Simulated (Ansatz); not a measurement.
## AlCo: band structure with PBE

The system is AlCo.

```xyz
2
Lattice="2.8194 0.0000 0.0000 0.0000 2.8194 0.0000 0.0000 0.0000 2.8194" Properties=species:S:1:pos:R:3 pbc="T T T"
Co    1.4097    1.4097    1.4097
Al    0.0000    0.0000    0.0000
```

The cell is a database's computed one.

```json
{
 "Program": "Ansatz 0.2.0",
 "Task": "band structure",
 "Functional": "PBE",
 "Potentials or basis": "Ansatz PAW",
 "Cutoff": "420 eV (not typed: the program's choice for these potentials)",
 "k mesh": "9 × 9 × 9",
 "Occupations": "fermi-dirac, width 0.05 eV",
 "Spin": "collinear spin, ferromagnetic start",
 "Starting moments": "[2.0, 0.0] μB",
 "Path": "[[\"G\", \"X\", \"M\", \"G\", \"R\", \"X\"], [\"M\", \"R\"]]",
 "Points for each segment of the path": "14"
}
```

```json
{
  "Pressure": "6.6 GPa",
  "Band gap on the k mesh": "none (metal or under the smearing width)",
  "Net moment": "0.00 μB per cell",
  "Absolute moment": "0.00 μB per cell"
}
```

Levels at the corners of the path, in eV from the Fermi level:
Spin up:
| point | band 8 | band 9 | band 10 | band 11 | band 12 | band 13 |
| --- | --- | --- | --- | --- | --- | --- |
| Γ | -0.88 | -0.88 | -0.88 | 6.10 | 6.10 | 6.10 |
| X | -1.80 | -1.80 | -0.76 | 0.20 | 8.37 | 10.69 |
| M | -2.78 | -1.58 | -1.58 | -0.24 | 2.50 | 3.66 |
| Γ | -0.88 | -0.88 | -0.88 | 6.10 | 6.10 | 6.10 |
| R | -0.20 | -0.20 | 2.33 | 2.33 | 2.33 | 4.40 |
| X | -1.80 | -1.80 | -0.76 | 0.20 | 8.37 | 10.69 |
| M | -2.78 | -1.58 | -1.58 | -0.24 | 2.50 | 3.66 |
| R | -0.20 | -0.20 | 2.33 | 2.33 | 2.33 | 4.40 |
Spin down:
```csv
point,band 8,band 9,band 10,band 11,band 12,band 13
Γ,-0.88,-0.88,-0.88,6.10,6.10,6.10
X,-1.80,-1.80,-0.76,0.20,8.37,10.69
M,-2.78,-1.58,-1.58,-0.24,2.50,3.66
Γ,-0.88,-0.88,-0.88,6.10,6.10,6.10
R,-0.20,-0.20,2.33,2.33,2.33,4.40
X,-1.80,-1.80,-0.76,0.20,8.37,10.69
M,-2.78,-1.58,-1.58,-0.24,2.50,3.66
R,-0.20,-0.20,2.33,2.33,2.33,4.40
```

Wall time 6.1 s on 2 threads of AMD EPYC 7R43 64-Core Processor (Zen 3) (shared host), peak memory 0.33 GiB.

Caveat: the starting moments collapsed, and a magnetic state may lie lower; the starting moments weren't kept.
